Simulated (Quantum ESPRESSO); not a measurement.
HfN:

```xyz
2
Lattice="0.0000 2.4548 2.4548 2.4548 0.0000 2.4548 2.4548 2.4548 0.0000" Properties=species:S:1:pos:R:3 pbc="T T T"
Hf    0.0000    0.0000    0.0000
N     1.2274    1.2274    1.2274
```

The cell comes from a database or a generator and needn't be the stable form of this composition.

```yaml
Program: Quantum ESPRESSO 7.5
Task: single point
Functional: PBE
Potentials_or_basis: SSSP 1.3 efficiency PBE
Cutoff: 816 eV
Density_cutoff: 6531 eV
k_mesh: 9 × 9 × 9
Occupations: fermi-dirac, width 0.05 eV
Spin: no spin polarisation
```

On this cell: pressure 0.1 GPa; largest force zero by symmetry; band gap on the k mesh none (metal or under the smearing width).

The same run follows on a disturbed copy (atoms moved at random, drawn with an rms of 0.05 Å):

```
CELL_PARAMETERS angstrom
0.00000 2.45482 2.45482
2.45482 0.00000 2.45482
2.45482 2.45482 0.00000
ATOMIC_POSITIONS crystal
Hf 0.99847 0.99706 0.99660
N 0.26378 0.24281 0.23936
```

Question: What changes?

Answer: The energy (extrapolated to zero smearing) moves by +5.8 meV/atom; pressure 0.3 GPa; largest force 0.549 eV/Å; band gap on the k mesh none (metal or under the smearing width).

Forces in eV/Å, atoms in the order of the input:
```
Hf  -0.348  0.260  0.336
N    0.348 -0.260 -0.336
```

Stress tensor (GPa, compression positive):
```
 0.34 -1.58 -1.22
-1.58  0.35  1.64
-1.22  1.64  0.34
```
